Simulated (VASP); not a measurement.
**SnO2 in VASP: how settings move the r2SCAN single point**

Aim: see what changed inputs do to the r2SCAN single point of SnO2 built on the fluorite prototype. This is a trial cell built on a prototype, not taken from a measured structure, and it needn't be the compound's ground state.

Program: VASP 6.6.1. PAW datasets, plane waves. The cell comes from a prototype generator: it can be a known phase or a hypothetical one. Spin polarisation is off.

**1. Starting point**

The cell comes from an earlier relaxation with r2SCAN in another program.

Space group Fm-3m (No. 225), cubic; conventional cell a = 5.067 Å, 10.84 Å³ an atom. Near Sn stand 8 O at 2.19 Å; near O stand 4 Sn at 2.19 Å.

Structure file:

```cif
data_structure
_symmetry_space_group_name_H-M 'P 1'
_symmetry_Int_Tables_number 1
_cell_length_a 3.5829
_cell_length_b 3.5829
_cell_length_c 3.5829
_cell_angle_alpha 60.000
_cell_angle_beta 60.000
_cell_angle_gamma 60.000
_cell_volume 32.52
loop_
_atom_site_label
_atom_site_type_symbol
_atom_site_fract_x
_atom_site_fract_y
_atom_site_fract_z
_atom_site_occupancy
Sn1 Sn 0.00000 0.00000 0.00000 1
O1 O 0.25000 0.25000 0.25000 1
O2 O 0.75000 0.75000 0.75000 1
```

**2. Baseline**

Input file INCAR:

```
ENCUT = 520.000000
SIGMA = 0.010000
EDIFF = 1.00e-07
ALGO = Normal
METAGGA = R2SCAN
PREC = Accurate
IBRION = -1
ISIF = 2
ISMEAR = 0
NBANDS = 20
NELM = 120
NSW = 0
LASPH = .TRUE.
LCHARG = .TRUE.
LELF = .TRUE.
LWAVE = .FALSE.
LREAL = .FALSE.
```

Input file KPOINTS:

```
KPOINTS created by Atomic Simulation Environment
0
Gamma
8 8 8
0 0 0
```

Input file POSCAR:

```
Sn O
 1.0000000000000000
    -0.0000000000000000    2.5334669702819435    2.5334669702819435
     2.5334669702819435   -0.0000000000000000    2.5334669702819435
     2.5334669702819435    2.5334669702819435   -0.0000000000000000
 Sn  O
   1   2
Cartesian
  0.0000000000000000  0.0000000000000000  0.0000000000000000
  1.2667334851409717  1.2667334851409717  1.2667334851409717
  3.8002004554229152  3.8002004554229152  3.8002004554229152
```

A file KPOINTS_OPT adds named points for the levels; it doesn't enter the self-consistent loop.

Potentials: the recommended PBE PAW datasets, 26 valence electrons.

The run is started by

```console
mpirun -np 1 vasp_std
```

**3. Variant 1**

Input file INCAR:

```
ENCUT = 520.000000
EDIFF = 1.00e-07
ALGO = Normal
PREC = Accurate
IBRION = -1
ISIF = 2
NBANDS = 20
NSW = 0
LASPH = .TRUE.
LCHARG = .FALSE.
LWAVE = .FALSE.
LREAL = .FALSE.
ISMEAR = 1
SIGMA = 0.1
GGA = RE
NELM = 92
```

KPOINTS is that of step 2.

POSCAR is that of step 2.

**4. Variant 2**

INCAR, as its differences from that of step 2:

```diff
@@ -13,5 +13,6 @@
 LASPH = .TRUE.
-LCHARG = .TRUE.
-LELF = .TRUE.
+LCHARG = .FALSE.
 LWAVE = .FALSE.
 LREAL = .FALSE.
+NELMDL = 0
+ISYM = -1
```

Input file KPOINTS:

```
KPOINTS created by Atomic Simulation Environment
0
Monkhorst-Pack
4 4 4
0 0 0
```

POSCAR is that of step 2.

Before running it: what results should come out? Wanted: for each run, changed; ending; energy change; pressure; electronic steps; usable.

**Answer**, as computed:

| run | changed | ending | energy change (meV/atom) | pressure (GPa) | gap on the mesh (eV; negative: overlap) | electronic steps | time | usable |
| --- | --- | --- | --- | --- | --- | --- | --- | --- |
| ref. | – | converged | 0 | 1.4 | 0.86 | 15 | 92 s | yes |
| 1 | ISMEAR = 1, SIGMA = 0.1, GGA = RE, NELM = 92 | converged | – | 13.3 | 0.33 | 14 | 19 s | yes |
| 2 | NELMDL = 0, ISYM = -1, mesh 4×4×4, shifted mesh | converged | -0.7 | 1.4 | 2.35 | 15 | 2.2 min | no |

What this shows: Of 2 altered inputs, 1 ended normally on a faulty or unsound input, 1 gave usable results.
